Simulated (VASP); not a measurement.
# RbBr (Fm-3m) in VASP: settings compared, part 2 of 3

VASP 6.6.1. Earlier steps stand in the parts before.

### Step 4. Dielectric tensor, LDA

This run uses another cell than the first one, of 34.72 Å³/atom, 0.838 times its volume.

The input, INCAR:

```
ALGO = Normal ; EDIFF = 1E-8
ENCUT = 600 ; ISIF = 2
ISMEAR = 0 ; LASPH = T
LCHARG = F ; LEPSILON = T
LREAL = F ; LWAVE = F
NELM = 80 ; PREC = Accurate
SIGMA = 0.03
```

The input, KPOINTS:

```
k-points
0
Monkhorst-Pack
  12 12 12
```

The input, POSCAR:

```
RbBr                                    
1.0
   -0.0000000000      3.2623159613      3.2623159613
    3.2623159613     -0.0000000000      3.2623159613
    3.2623159613      3.2623159613     -0.0000000000
  Rb              Br            
     1     1
Direct
     0.0000000000000000    0.0000000000000000    0.0000000000000000
     0.5000000000000000    0.5000000000000000    0.5000000000000000
```

Potentials or basis: VASP PAW LDA potentials, release 64 (Rb_sv, Br).

The run is started by

```console
> cat potpaw_LDA.64/Rb_sv/POTCAR potpaw_LDA.64/Br/POTCAR > POTCAR
> mpirun -np 1 vasp_std > vasp.out
```

OUTCAR:

```text
EDIFF = 1E-8
   ENCUT = 600
   ISIF = 2
   ISMEAR = 0
   LASPH = T
   LEPSILON = T
   LREAL = F
   NELM = 80
   PREC = Accurate

 ion  position               nearest neighbor table
   1  0.000  0.000  0.000-   2 3.26   2 3.26   2 3.26   2 3.26   2 3.26   2 3.26
   2  0.500  0.500  0.500-   1 3.26   1 3.26   1 3.26   1 3.26   1 3.26   1 3.26

  LATTYP: Found a face centered cubic cell.
 ALAT       =     6.5246319226

  Lattice vectors:

 A1 = (   0.0000000000,   3.2623159613,   3.2623159613)
 A2 = (   3.2623159613,   0.0000000000,   3.2623159613)
 A3 = (   3.2623159613,   3.2623159613,   0.0000000000)

Analysis of symmetry for initial positions (statically):
=====================================================================
 Subroutine PRICEL returns:
 Original cell was already a primitive cell.

 Routine SETGRP: Setting up the symmetry group for a
 face centered cubic supercell.

 Subroutine GETGRP returns: Found 48 space group operations
 (whereof 48 operations were pure point group operations)
 out of a pool of 48 trial point group operations.

The static configuration has the point symmetry O_h .

Analysis of symmetry for dynamics (positions and initial velocities):
=====================================================================
 Subroutine PRICEL returns:
 Original cell was already a primitive cell.

 Routine SETGRP: Setting up the symmetry group for a
 face centered cubic supercell.

 Subroutine GETGRP returns: Found 48 space group operations
 (whereof 48 operations were pure point group operations)
 out of a pool of 48 trial point group operations.

The dynamic configuration has the point symmetry O_h .

 Subroutine INISYM returns: Found 48 space group operations
 (whereof 48 operations are pure point group operations),
[... 539 lines left out ...]
 ------------------------------------------------------
           3.182513    -0.000000    -0.000000
           0.000000     3.182513    -0.000000
          -0.000000     0.000000     3.182513
 ------------------------------------------------------

 Free energy of the ion-electron system (eV)
  ---------------------------------------------------
  ---------------------------------------------------
  free energy    TOTEN  =        -0.38670633 eV

  energy without entropy =       -0.38670633

------------------------ aborting loop because EDIFF is reached ----------------------------------------

--------------------------------------- Ionic step        2  -------------------------------------------

------------------------ aborting loop because EDIFF is reached ----------------------------------------

--------------------------------------- Ionic step        3  -------------------------------------------

 Free energy of the ion-electron system (eV)
  ---------------------------------------------------
  ---------------------------------------------------
  free energy    TOTEN  =        -0.38670636 eV

  energy without entropy =       -0.38670636

------------------------ aborting loop because EDIFF is reached ----------------------------------------

 PIEZOELECTRIC TENSOR FIELD DIRECTION 3  (e Angst)
 -----------------------------------------------------------------------------
    -0.00014  0.00000 -0.00000           (  0.00000  0.00000  0.00000)
     0.00000 -0.00014  0.00000           (  0.00000  0.00000 -0.00000)
     0.00000 -0.00000 -0.00035           (  0.00000 -0.00000  0.00000)

 PIEZOELECTRIC TENSOR FIELD DIRECTION 3  (C/m^2)
 -----------------------------------------------------------------------------
    -0.00003  0.00000 -0.00000
     0.00000 -0.00003  0.00000
     0.00000 -0.00000 -0.00008

 MACROSCOPIC STATIC DIELECTRIC TENSOR (including local field effects in DFT)
 ------------------------------------------------------
           2.828270    -0.000000     0.000000
           0.000000     2.828270     0.000000
          -0.000000    -0.000000     2.828270
 ------------------------------------------------------

 PIEZOELECTRIC TENSOR (including local field effects)  for field in x, y, z        (e  Angst)
          XX          YY          ZZ          XY          YZ          ZX
  --------------------------------------------------------------------------------
  x     0.00000     0.00000     0.00000     0.00000     0.00000     0.00000
  y     0.00000     0.00000     0.00000     0.00000     0.00000     0.00000
  z     0.00000     0.00000     0.00000     0.00000     0.00000     0.00000

 PIEZOELECTRIC TENSOR (including local field effects)  for field in x, y, z        (C/m^2)
          XX          YY          ZZ          XY          YZ          ZX
  --------------------------------------------------------------------------------
  x     0.00000     0.00000     0.00000     0.00000     0.00000     0.00000
  y     0.00000     0.00000     0.00000     0.00000     0.00000     0.00000
  z     0.00000     0.00000     0.00000     0.00000     0.00000     0.00000

 BORN EFFECTIVE CHARGES (including local field effects) (in |e|, cummulative output)
 ---------------------------------------------------------------------------------
 ion    1
    1     1.13199     0.00000     0.00000
    2     0.00000     1.13199     0.00000
    3     0.00000     0.00000     1.13199
 ion    2
    1    -1.13199     0.00000     0.00000
    2     0.00000    -1.13199     0.00000
    3     0.00000     0.00000    -1.13199
```

stdout:

```text
POSCAR found type information on POSCAR RbBr
 POSCAR found :  2 types and       2 ions
 scaLAPACK will be used
 LDA part: xc-table for (Slater(with rela. corr.)+CA(PZ))
 , standard interpolation
 -----------------------------------------------------------------------------
[... 38 lines left out ...]
 dielectric tensor                  component  3 :     0.001    -0.101     2.960
 Linear response to external field, progress :
  Direction:   1
 dielectric tensor                  component  1 :     2.828     0.013    -0.013
 Linear response to external field, progress :
  Direction:   2
 dielectric tensor                  component  2 :     0.013     2.828    -0.013
 Linear response to external field, progress :
  Direction:   3
 dielectric tensor                  component  3 :     0.022    -0.022     2.828
 Born effective charges drift removed
```

Run time: 72 min. Hardware: 1 thread of Intel Xeon Platinum 8259CL at 2.50GHz (Skylake/Cascade Lake), shared host; peak memory 1.2 GiB.

Results:

```yaml
Electronic_dielectric_tensor_diagonal: 2.83
Born_charges_mean_of_the_diagonal: Rb +1.13; Br -1.13 e
```

Electronic dielectric tensor:
```
2.83 0.00 0.00
0.00 2.83 0.00
0.00 0.00 2.83
```

Born effective charge tensors (e):
atom 1, Rb
```
1.13 0.00 0.00
0.00 1.13 0.00
0.00 0.00 1.13
```
atom 2, Br
```
-1.13  0.00  0.00
 0.00 -1.13  0.00
 0.00  0.00 -1.13
```

### Step 5. Phonons, PBEsol

This run uses another cell than the first one, of 40.21 Å³/atom, 0.971 times its volume.

The input, POSCAR:

```
RbBr
1.0
   -0.0000000000      3.4260584454      3.4260584454
    3.4260584454      0.0000000000      3.4260584454
    3.4260584454      3.4260584454     -0.0000000000
  Rb              Br
     1     1
Direct
     1.0000000000000000    0.0000000000000000    0.0000000000000000
     0.5000000000000000    0.5000000000000000    0.5000000000000000
```

The input, INCAR.step1:

```
PREC = Accurate
ENCUT = 600
EDIFF = 1E-8
ISMEAR = 0
SIGMA = 0.03
LREAL = False
LASPH = True
NELM = 80
ALGO = Normal
ISIF = 3
LWAVE = False
LCHARG = False
GGA = PS
IBRION = 2
NSW = 40
EDIFFG = -0.002
```

The input, INCAR.step2:

```
PREC = Accurate
ENCUT = 600
EDIFF = 1E-8
ISMEAR = 0
SIGMA = 0.03
LREAL = False
LASPH = True
NELM = 80
ALGO = Normal
ISIF = 2
LWAVE = False
LCHARG = False
GGA = PS
IBRION = 6
NFREE = 2
POTIM = 0.015
NSW = 1
```

The input, KPOINTS:

```
regular mesh
0
Gamma
  8 8 8
```

Potentials or basis: VASP PAW PBE potentials, release 64 (Rb_sv, Br).

The run is started by

```console
> cat potpaw_PBE.64/Rb_sv/POTCAR potpaw_PBE.64/Br/POTCAR > POTCAR
> cp INCAR.step1 INCAR
> mpirun -np 1 vasp_std > vasp.out
> cp CONTCAR POSCAR
> cp INCAR.step2 INCAR
> mpirun -np 1 vasp_std > vasp.out
```

OUTCAR:

```text
PREC = Accurate
   ENCUT = 600
   EDIFF = 1E-8
   ISMEAR = 0
   LREAL = False
   LASPH = True
   NELM = 80
   ISIF = 2
   GGA = PS
   IBRION = 6
   NFREE = 2
   POTIM = 0.015
   NSW = 1

 ion  position               nearest neighbor table
   1  0.000  0.000  0.000-   2 3.43   2 3.43   2 3.43   2 3.43   2 3.43   2 3.43
   2  0.500  0.500  0.500-   1 3.43   1 3.43   1 3.43   1 3.43   1 3.43   1 3.43

  LATTYP: Found a face centered cubic cell.
 ALAT       =     6.8512998715

  Lattice vectors:

 A1 = (   0.0000000000,   3.4256499358,   3.4256499358)
 A2 = (   3.4256499358,   0.0000000000,   3.4256499358)
 A3 = (   3.4256499358,   3.4256499358,   0.0000000000)

Analysis of symmetry for initial positions (statically):
=====================================================================
 Subroutine PRICEL returns:
 Original cell was already a primitive cell.

 Routine SETGRP: Setting up the symmetry group for a
 face centered cubic supercell.

 Subroutine GETGRP returns: Found 48 space group operations
 (whereof 48 operations were pure point group operations)
 out of a pool of 48 trial point group operations.

The static configuration has the point symmetry O_h .

Analysis of symmetry for dynamics (positions and initial velocities):
=====================================================================
 Subroutine PRICEL returns:
 Original cell was already a primitive cell.

 Routine SETGRP: Setting up the symmetry group for a
 face centered cubic supercell.

 Subroutine GETGRP returns: Found 48 space group operations
 (whereof 48 operations were pure point group operations)
 out of a pool of 48 trial point group operations.

[... 315 lines left out ...]
      2     -14.0358      2.00000
      3     -10.2811      2.00000
      4     -10.2810      2.00000
      5     -10.2810      2.00000
      6      -1.8410      2.00000
      7      -1.8410      2.00000
      8      -1.8410      2.00000
      9       2.3735      0.00000
     10       5.3597      0.00000
     11       5.3598      0.00000
     12       5.3598      0.00000
[... 331 lines left out ...]
 k-point    24 :      -0.3750    0.2500    0.1250
  band No.  band energies     occupation
      1     -26.1822      2.00000
      2     -14.0439      2.00000
      3     -10.3522      2.00000
      4     -10.3375      2.00000
      5     -10.2624      2.00000
      6      -2.6296      2.00000
      7      -2.2030      2.00000
      8      -2.1812      2.00000
      9       5.0056      0.00000
     10       5.4683      0.00000
     11       6.9428      0.00000
     12       7.0762      0.00000

 [... further k-points ...]

------------------------ aborting loop because EDIFF is reached ----------------------------------------

  FORCE on cell =-STRESS in cart. coord.  units (eV):
  Direction    XX          YY          ZZ          XY          YZ          ZX
  --------------------------------------------------------------------------------------
  -------------------------------------------------------------------------------------
  Total       -0.0002906     -0.0023851     -0.0023851      0.0000000      0.0000000     -0.0000000
  in kB       -0.0057906     -0.0475283     -0.0475283      0.0000000      0.0000000     -0.0000000
  external PRESSURE =      -0.0336158 kB  Pullay stress =       0.0000000 kB
[... 17 lines left out ...]
  FREE ENERGIE OF THE ION-ELECTRON SYSTEM (eV)
  ---------------------------------------------------
  free  energy   TOTEN  =        -6.3553071098 eV

  energy  without entropy=       -6.3553071098  energy(sigma->0) =       -6.35530711

 INTERNAL STRAIN TENSORS FROM DISPLACED ATOMS
 ============================================

 INTERNAL STRAIN TENSOR FOR ION    1 for displacements in x,y,z  (eV/Angst):
          X           Y           Z          XY          YZ          ZX
  --------------------------------------------------------------------------------
  x     0.00000     0.00000     0.00000     0.00000     0.00000     0.00000
  y     0.00000     0.00000     0.00000     0.00000     0.00000     0.00000
  z     0.00000     0.00000     0.00000     0.00000     0.00000     0.00000

 INTERNAL STRAIN TENSOR FOR ION    2 for displacements in x,y,z  (eV/Angst):
          X           Y           Z          XY          YZ          ZX
  --------------------------------------------------------------------------------
  x     0.00000     0.00000     0.00000     0.00000     0.00000     0.00000
  y     0.00000     0.00000     0.00000     0.00000     0.00000     0.00000
  z     0.00000     0.00000     0.00000     0.00000     0.00000     0.00000

 Eigenvectors and eigenvalues of the dynamical matrix
 ----------------------------------------------------

   1 f  =    2.559890 THz    16.084262 2PiTHz   85.388731 cm-1    10.586849 meV
             X         Y         Z           dx          dy          dz
      0.000000  0.000000  0.000000     0.000000    0.694818    0.000000
      3.425650  3.425650  3.425650     0.000000   -0.719185    0.000000
[... 21 lines left out ...]
   6 f/i=    0.001037 THz     0.006517 2PiTHz    0.034597 cm-1     0.004290 meV
             X         Y         Z           dx          dy          dz
      0.000000  0.000000  0.000000     0.000000    0.000000    0.719185
      3.425650  3.425650  3.425650     0.000000    0.000000    0.694818

 ELASTIC MODULI CONTR FROM IONIC RELAXATION (kBar)
 Direction    XX          YY          ZZ          XY          YZ          ZX
 --------------------------------------------------------------------------------
 XX           0.0000      0.0000      0.0000      0.0000      0.0000      0.0000
 YY           0.0000      0.0000      0.0000      0.0000      0.0000      0.0000
 ZZ           0.0000      0.0000      0.0000      0.0000      0.0000      0.0000
 XY           0.0000      0.0000      0.0000      0.0000      0.0000      0.0000
 YZ           0.0000      0.0000      0.0000      0.0000      0.0000      0.0000
 ZX           0.0000      0.0000      0.0000      0.0000      0.0000      0.0000
 --------------------------------------------------------------------------------
```

OUTCAR.step1:

```text
PREC = Accurate
   ENCUT = 600
   EDIFF = 1E-8
   ISMEAR = 0
   LREAL = False
   LASPH = True
   NELM = 80
   ISIF = 3
[... 631 lines left out ...]
      0.00000      0.00000      0.00000         0.000000      0.000000      0.000000
      3.42565      3.42565      3.42565         0.000000     -0.000000     -0.000000
 -----------------------------------------------------------------------------------
    total drift:                                0.000000     -0.000000     -0.000000

  FREE ENERGIE OF THE ION-ELECTRON SYSTEM (eV)
  ---------------------------------------------------
  free  energy   TOTEN  =        -6.3554326853 eV

  energy  without entropy=       -6.3554326853  energy(sigma->0) =       -6.35543269

 reached required accuracy - stopping structural energy minimisation
```

Run time: 4.1 min. Hardware: 1 thread of Intel Xeon Platinum 8488C (Sapphire Rapids), shared host; peak memory 0.32 GiB.

What came out:

| Quantity | Value |
| --- | --- |
| Highest phonon frequency at Γ, LO-TO splitting left out | 85 cm⁻¹ |

Phonon frequencies in cm⁻¹ (negative: imaginary):
| q point | frequencies |
| --- | --- |
| (0.000, 0.000, 0.000) | 0 0 0 85 85 85 |

Caveat: the PAW data sets were made with another functional, which shifts forces and pressure a little.

(Part 2 of 3 ends here.)
